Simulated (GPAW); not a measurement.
Bi:

```xyz
1
Lattice="-1.9814 1.9814 1.9814 1.9814 -1.9814 1.9814 1.9814 1.9814 -1.9814" Properties=species:S:1:pos:R:3 pbc="T T T"
Bi    0.0000    0.0000    0.0000
```

This isn't the form of Bi at room conditions, which is rhombohedral.

| Quantity | Value |
| --- | --- |
| Program | GPAW 26.7.0 |
| Task | single point |
| Functional | PBEsol |
| Potentials or basis | PAW data sets generated in the run's folder for this functional |
| Cutoff | 600 eV |
| Basis | pw |
| k mesh | 9 × 9 × 9 |
| Occupations | fermi-dirac, width 0.05 eV |
| Spin | no spin polarisation |

On this cell: pressure -2.1 GPa; band gap on the k mesh none (metal or under the smearing width).

The same run follows on a disturbed copy (cell strained at random at fixed volume):

```
Bi
1.0
    -2.05109    1.93226    1.96372
     2.00913   -1.95414    1.94364
     2.06996    1.97301   -1.98560
Bi
1
Cartesian
  -0.0472 -0.0316 -0.0216
```

Question: What changes?

Answer: The energy (extrapolated to zero smearing) moves by +5.9 meV/atom; pressure -2.1 GPa; band gap on the k mesh none (metal or under the smearing width).

Stress tensor (GPa, compression positive):
```
-2.78 -0.07  0.33
-0.07 -1.74  0.10
 0.33  0.10 -1.73
```

Caveats: spin-orbit coupling is left out, which moves the levels of the heavy elements.
